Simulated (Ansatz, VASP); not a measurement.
Ru: VASP beside Ansatz

```
Ru
1.0
     2.70580    0.00000    0.00000
    -1.35290    2.34329    0.00000
     0.00000    0.00000    4.28190
Ru
2
Cartesian
  1.3529 0.7811 3.2114
  0.0000 1.5622 1.0705
```

Alike in both runs: task single point; functional PBE; k mesh 11 × 11 × 6; occupations gaussian, width 0.011 eV; no spin polarisation.

|  | VASP | Ansatz |
| --- | --- | --- |
| version | VASP 6.6.1 | Ansatz 0.2.0 |
| potentials or method | VASP PAW PBE potentials, release 64 (Ru_pv) | Ansatz PAW |
| plane-wave cutoff (eV) | 520 | 420 |
| valence electrons in the cell | 28 | 32 |

```csv
,VASP,Ansatz,Ansatz less VASP
gap on the k mesh at the Fermi level (eV),none,none,-
pressure (GPa),4.4,4.5,+0.07
largest component of the traceless stress (GPa),0.19,0.16,-0.031
```

A gap of «none» marks a metal or a gap that the smearing closes. The functional is the same, so the differences come from potentials, cutoffs and numerics. The two sets of potentials don't hold the same shells in valence.
